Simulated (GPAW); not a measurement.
A calculation with GPAW 26.7.0 of Ge (ASE script, structure typed inline):

Contents of run.py:

```python
from ase import Atoms
from ase.dft.bandgap import bandgap
from ase.io import write
from ase.units import Bohr, GPa
from gpaw import GPAW, PW
from gpaw.elf import elf_from_dft_calculation

atoms = Atoms(['Ge'],
              cell=[[-1.60842, 1.60842, 1.87318],
                    [1.60842, -1.60842, 1.87318],
                    [1.60842, 1.60842, -1.87318]],
              scaled_positions=[[0.5, 0.5, 0.0]],
              pbc=True)

calc = GPAW(mode=PW(600),
            xc='PBE',
            kpts={'size': (12, 12, 12), 'gamma': True},
            occupations={'name': 'fermi-dirac', 'width': 0.05},
            nbands=8,
            convergence={'density': 1e-05, 'energy': 1e-05},
            maxiter=150,
            txt='gpaw.txt')
atoms.calc = calc
energy = atoms.get_potential_energy()
forces = atoms.get_forces()
stress = atoms.get_stress()
calc.write('gs.gpw')
write('result.traj', atoms)
print(f'Energy: {energy:.6f} eV')
print('Forces (eV/A):')
print(forces.round(4))
print('Stress (GPa):', (stress / GPa).round(3))
print('Fermi level:', round(calc.get_fermi_level(), 4), 'eV')
print(f'Gap: {bandgap(calc)[0]:.4f} eV, direct: {bandgap(calc, direct=True)[0]:.4f} eV')

# fields on the real-space grid
write('density.cube', atoms, data=calc.get_pseudo_density() * Bohr**3)
write('potential.cube', atoms, data=calc.get_electrostatic_potential())
write('elf.cube', atoms, data=elf_from_dft_calculation(calc).data)
```

Potentials or basis: GPAW PAW data sets (gpaw-data 1.2.1), pw.

The run is started by

```bash
$ OMP_NUM_THREADS=1 python run.py
```

The cell was built by a generator and needn't be a form met in nature.

Question: Write the same calculation in another form: cli, structure from a POSCAR.

Answer: As run:

The input POSCAR:

```
Ge
1.0
   -1.6084200000      1.6084200000      1.8731800000
    1.6084200000     -1.6084200000      1.8731800000
    1.6084200000      1.6084200000     -1.8731800000
Ge
1
Direct
    0.5000000000      0.5000000000      0.0000000000
```

Potentials or basis: GPAW PAW data sets (gpaw-data 1.2.1), pw.

Launch:

```bash
$ OMP_NUM_THREADS=1 gpaw run POSCAR -p 'mode=PW(600),xc=PBE,kpts={size:(12,12,12),gamma:True},occupations={name:fermi-dirac,width:0.05},nbands=8,convergence={density:1e-05,energy:1e-05},maxiter=150,txt=gpaw.txt' --properties efs -w gs.gpw
```

Both were run:

|  | ASE script, structure typed inline | cli, structure from a POSCAR |
| --- | --- | --- |
| Pressure | 0.3 GPa | 0.3 GPa |
| Band gap on the k mesh | none (metal or under the smearing width) | none (metal or under the smearing width) |

Keys that steer only the numerical path or the files written may differ.
